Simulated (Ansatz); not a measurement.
# Point defect: H interstitial in HfO₂

All numbers below come from DFT PBE, scalar-relativistic, plane waves, PAW (Ansatz 0.2.0). Settings: 420 eV cutoff, 2×2×2 k-mesh, shifted by half a step, Gaussian smearing of 0.01 eV, collinear spin in charge 0 alone.

Host crystal, relaxed:

```
Hf O
1.0
     5.29380    0.00000    0.00000
     0.00000    5.06923    0.00000
     0.00000    0.00000    5.10096
Hf O
4 8
Direct
  0.03262 0.26629 0.23999
  0.46738 0.26629 0.73999
  0.53262 0.73371 0.23999
  0.96738 0.73371 0.73999
  0.36539 0.06760 0.38315
  0.13461 0.06760 0.88315
  0.72918 0.46281 0.48986
  0.77082 0.46281 0.98986
  0.27082 0.53719 0.98986
  0.22918 0.53719 0.48986
  0.86539 0.93240 0.38315
  0.63461 0.93240 0.88315
```

Supercell of 24 atoms, rows in host cell vectors: 0 -1 1; 0 -1 -1; 1 1 0. Atoms relax at the host's cell from a start displaced at random by 0.06 Å near the defect, so other minima may exist. The cell is small, so energies carry finite-size errors of tenths of an eV. The host's Kohn–Sham gap is 4.36 eV. Atoms are taken from and returned to the elements' standard states. Charged cells are corrected for image charges with the computed static dielectric tensor (mean 24.2) and aligned with the host's potential at far atoms (alignment terms reach 0.17 eV; the program doubts the alignment in some charges, where it is up to 0.17 eV). No band-filling term is added, and the Fermi level counts from the host's valence band top.

Spin-orbit coupling is left out, which matters for the bands and energies of heavy elements.

Defect: H interstitial set at (0.000, 0.375, 0.708) of the host cell. In charges +1, 0, -1 some atom moved by up to 1.0 Å, so the relaxed defect can differ in kind from the start. Before relaxation its nearest neighbours are 1 Hf at 1.83 Å, 1 O at 1.84 Å, 1 O at 1.87 Å, 2 O at 1.93 Å, 1 O at 2.19 Å.

| charge | E_f at the valence band top (eV) | over the neutral state (eV) | moment (μB) | largest move (Å) | atoms near the site |
| --- | --- | --- | --- | --- | --- |
| +1 | -1.51 | -4.22 | 0.00 | 1.05 | 1 O at 0.98 Å, 1 O at 1.96 Å, 1 O at 2.28 Å, 1 Hf at 2.39 Å, 1 O at 2.45 Å, 1 Hf at 2.46 Å, 1 O at 2.52 Å, 1 O at 2.58 Å |
| 0 | 2.71 | 0.00 | 1.00 | 0.85 | 1 O at 1.48 Å |
| -1 | 4.22 | 1.51 | 0.00 | 0.80 | 1 Hf at 1.93 Å, 1 Hf at 1.99 Å, 1 O at 2.07 Å, 1 O at 2.12 Å, 1 O at 2.28 Å, 1 O at 2.29 Å, 1 O at 2.39 Å, 1 O at 2.48 Å |

Among the charges computed the stable one is +1 at the valence band top, changing to -1 at 2.86 eV. Other sites of the defect weren't tried.